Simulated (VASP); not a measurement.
WS2: single point with PBE+U

WS2:

```
W S
1.0
     0.00000    3.00794    3.00794
     3.00794    0.00000    3.00794
     3.00794    3.00794    0.00000
W S
1 2
Cartesian
  0.0000 0.0000 0.0000
  1.5040 1.5040 1.5040
  4.5119 4.5119 4.5119
```

Measurements of this composition are mostly on another form, of space group No. 194.

* Program: VASP 6.6.1
* Task: single point
* Functional: PBE
* Potentials or basis: VASP PAW PBE potentials, release 64 (W_sv, S)
* Cutoff: 520 eV
* k mesh: 6 × 6 × 6
* Occupations: gaussian, width 0.05 eV
* Spin: collinear spin, ferromagnetic start
* Starting moments: [0.5, 0.0, 0.0] μB
* Hubbard terms: W d U = 2 eV

```json
{"Pressure": "-2.0 GPa", "Band gap on the k mesh": "none (metal or under the smearing width)", "Net moment": "1.93 μB per cell", "Site moments": "W +1.66; S -0.08 μB", "Valence electrons inside the program's atomic spheres": "W 11.66; S 3.71"}
```

Levels at points of the mesh, in eV from the Fermi level:
Spin up:
```tsv
k point	band 12	band 13	band 14	band 15	band 16	band 17
(0.00, 0.00, 0.00)	-1.19	-1.19	-1.19	3.88	3.93	3.93
(0.50, 0.00, 0.00)	-3.52	-1.91	-1.91	0.89	3.26	3.26
(0.50, 0.50, 0.00)	-2.54	-1.68	0.24	1.01	2.82	2.82
```
Spin down:
| k point | band 9 | band 10 | band 11 | band 12 | band 13 | band 14 | band 15 | band 16 |
| --- | --- | --- | --- | --- | --- | --- | --- | --- |
| (0.00, 0.00, 0.00) | -6.13 | -1.21 | -1.21 | -1.21 | -0.02 | -0.02 | 4.49 | 4.49 |
| (0.50, 0.00, 0.00) | -4.59 | -3.53 | -3.47 | -3.47 | 0.41 | 0.41 | 1.79 | 4.36 |
| (0.50, 0.50, 0.00) | -5.44 | -2.61 | -2.61 | -0.60 | 0.16 | 1.35 | 1.96 | 3.22 |

Eigenvalues of the final occupation matrices:
```csv
site,spin,trace,eigenvalues
site 1 d,1,2.39,0.32 0.32 0.32 0.71 0.71
site 1 d,2,0.80,0.05 0.05 0.23 0.23 0.23
```

Run time: 60 s on 1 thread of AMD EPYC 7R43 64-Core Processor (Zen 3), on a shared host, peak memory 0.17 GiB.

Spin-orbit coupling is left out, which matters for the levels of W. The state reached can hang on the start; a lower one may exist.
